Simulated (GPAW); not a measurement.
The system is WC (Qusongite).

```
W C
1.0
     2.90650    0.00000    0.00000
    -1.45325    2.51710    0.00000
     0.00000    0.00000    2.83660
W C
1 1
Cartesian
  0.0000 0.0000 0.0000
  1.4533 0.8390 1.4183
```

Base run:

```yaml
Program: GPAW 26.7.0
Functional: PBE
Potentials_or_basis: GPAW PAW data sets (gpaw-data 1.2.1)
Cutoff: 800 eV
Basis: pw
k_mesh: 10 × 10 × 9
Occupations: gaussian, width 0.05 eV
Spin: no spin polarisation
```

Its results: pressure 5.4 GPa.

The run is repeated on the same cell with these changes: potentials or basis from GPAW PAW data sets (gpaw-data 1.2.1) to GPAW PAW data sets (gpaw-data 1.2.1), other valence; occupations from gaussian, width 0.05 eV to fermi-dirac, width 0.05 eV; valence electrons from 18 to 10. What comes out?

Pressure 17.0 GPa.

Not every run made on this cell is shown here.
